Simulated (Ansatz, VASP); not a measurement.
**Two plane-wave programs on SiC**

Contents of POSCAR:

```
SiC
1.0
    0.0000000000      2.2609600000      2.0870400000
    2.2609600000      0.0000000000      2.0870400000
    2.2609600000      2.2609600000      0.0000000000
Si C
1 1
Direct
    0.0000000000      0.0000000000      0.0000000000
    0.7500000000      0.7500000000      0.7500000000
```

Contents of INCAR.step1:

```
SYSTEM = SiC
ALGO = Normal
EDIFF = 1E-4
ENCUT = 520
GGA = PE
ISMEAR = 0
LASPH = .TRUE.
LCHARG = .FALSE.
LREAL = .FALSE.
LWAVE = .TRUE.
NBANDS = 11
NELM = 80
PREC = Accurate
SIGMA = 0.05
```

INCAR.step2

```
SYSTEM = SiC
ALGO = Normal
EDIFF = 1E-7
ENCUT = 520
ISIF = 2
ISMEAR = 0
ISTART = 1
LASPH = .TRUE.
LCHARG = .TRUE.
LELF = .TRUE.
LMIXTAU = .TRUE.
LREAL = .FALSE.
LVHAR = .TRUE.
LWAVE = .FALSE.
METAGGA = R2SCAN
NBANDS = 11
NELM = 80
PREC = Accurate
SIGMA = 0.05
```

File KPOINTS:

```
k-points
0
G
  12 12 12
  0 0 0
```

Input for Ansatz:

```yaml
crystal:
  lattice:
    - [0.0, 2.26096, 2.08704]
    - [2.26096, 0.0, 2.08704]
    - [2.26096, 2.26096, 0.0]
  atoms:
    - { symbol: Si, position: [0.0, 0.0, 0.0] }
    - { symbol: C, position: [0.75, 0.75, 0.75] }
basis:
  ecutwfc: 500
kpoints:
  mp_grid: { grid: [12, 12, 12] }
hamiltonian:
  xc: r2scan
scf:
  occupations: { method: gaussian, width: 0.05 }
output:
  forces: true
  stress: true
  eigenvalues: true
```

Change from the starting cell: strain +0.040 along x and y, -0.040 along z, atoms carried along.

Alike in both runs: task single point; functional r2SCAN; k mesh 12 × 12 × 12; occupations gaussian, width 0.05 eV; no spin polarisation.

|  | VASP | Ansatz |
| --- | --- | --- |
| version | VASP 6.6.1 | Ansatz 0.2.0 |
| potentials or method | VASP PAW PBE potentials, release 64 (Si, C) | scalar-relativistic, plane waves, PAW |
| plane-wave cutoff (eV) | 520 | 500 |
| valence electrons in the cell | 8 | 8 |

VASP gave:

```
gap on the k mesh at the Fermi level (eV)       : 0.96
least direct gap on the mesh (eV)               : 4.93
pressure (GPa)                                  : -7.4
largest component of the traceless stress (GPa) : 12.68
```

Task: What did Ansatz give for the same quantities?

Result: gap on the k mesh at the Fermi level (eV): 0.95; least direct gap on the mesh (eV): 4.92; pressure (GPa): -7.2; largest component of the traceless stress (GPa): 12.62.

The functional is the same, so the differences come from potentials, cutoffs and numerics.

Caveats: the PAW data sets were made with another functional, which shifts forces and pressure a little (VASP). A k mesh can miss the band edges.
